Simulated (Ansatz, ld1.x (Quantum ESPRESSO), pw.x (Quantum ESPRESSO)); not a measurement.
## What a changed setting does to a pw.x run (diamond H)

Potential: norm-conserving RRKJ (Kleinman–Bylander form), ld1.x (Quantum ESPRESSO) 7.5, PBE; core none, reference 1s1; waves: 1s (bound): rc 1.35 bohr; 2p channel at 0.2 Ry: rc 1.25 bohr; local part: all-electron potential smoothed inside 1.30 bohr (lloc = -2); core correction: none; rho0 0.005.

The reference run (k-mesh 15³, cutoffs 110/440 Ry, Fermi–Dirac 0.01 Ry, mixing_beta 0.4, conv_thr 1e-9, no spin) gives -0.24 GPa at 3.427 Å³/atom, where all-electron LAPW gives -0.21 GPa. This run, with its own iteration cap, changes k-mesh points per axis to 20.

```
&control
  calculation='scf', prefix='x', pseudo_dir='./', outdir='./tmp', tstress=.true., disk_io='none'
/
&system
  ibrav=0, nat=2, ntyp=1, ecutwfc=110, ecutrho=440, nbnd=8,
  occupations='smearing', smearing='fd', degauss=0.01
/
&electrons
  conv_thr=1e-09, mixing_beta=0.4, electron_maxstep=60
/
ATOMIC_SPECIES
H 1.0 H.UPF
CELL_PARAMETERS angstrom
  0.00000000 1.50766447 1.50766447
  1.50766447 0.00000000 1.50766447
  1.50766447 1.50766447 0.00000000
ATOMIC_POSITIONS crystal
H 0.0000 0.0000 0.0000
H 0.2500 0.2500 0.2500
K_POINTS automatic
20 20 20 0 0 0
```

```bash
pw.x < H.scf.in > H.scf.out
```

**Question.** How does the run end?

**Answer.** It converges in 6 iterations; the free energy moves by -1.1 meV/atom and the pressure by -0.10 GPa.

```
Message from routine setup:
     using ibrav=0 with symmetry is DISCOURAGED, use correct ibrav instead
     lattice parameter (alat)  =       4.0292  a.u.
     unit-cell volume          =      46.2531 (a.u.)^3
     number of electrons       =         2.00
     number of Kohn-Sham states=            8
     kinetic-energy cutoff     =     110.0000  Ry
     charge density cutoff     =     440.0000  Ry
     scf convergence threshold =      1.0E-09
     Exchange-correlation= PBE
     number of k points=   256  Fermi-Dirac smearing, width (Ry)=  0.0100
     iteration #  1     ecut=   110.00 Ry     beta= 0.40
     total energy              =      -2.20147707 Ry
     estimated scf accuracy    <       0.00496685 Ry
     iteration #  2     ecut=   110.00 Ry     beta= 0.40
     total energy              =      -2.20194647 Ry
     estimated scf accuracy    <       0.00183589 Ry
     iteration #  3     ecut=   110.00 Ry     beta= 0.40
     total energy              =      -2.20198187 Ry
     estimated scf accuracy    <       0.00000093 Ry
     iteration #  4     ecut=   110.00 Ry     beta= 0.40
     total energy              =      -2.20198225 Ry
     estimated scf accuracy    <       0.00000012 Ry
     iteration #  5     ecut=   110.00 Ry     beta= 0.40
     total energy              =      -2.20198236 Ry
     estimated scf accuracy    <       0.00000003 Ry
     iteration #  6     ecut=   110.00 Ry     beta= 0.40
     the Fermi energy is     2.6722 ev
!    total energy              =      -2.20198236 Ry
     estimated scf accuracy    <          8.3E-12 Ry
     smearing contrib. (-TS)   =      -0.00018548 Ry
     The total energy is F=E-TS. E is the sum of the following terms:
     one-electron contribution =       0.93108213 Ry
     hartree contribution      =       0.11193292 Ry
     xc contribution           =      -1.35409232 Ry
     ewald contribution        =      -1.89071962 Ry
     convergence has been achieved in   6 iterations
          total   stress  (Ry/bohr**3)                   (kbar)     P=       -3.36
     Message from routine punch:
     Nothing written, as per user request (disk_io='none')
```

The run took about 17 s on one core of a shared host (Neoverse-V1, 32 threads, 247 GiB, load 18).
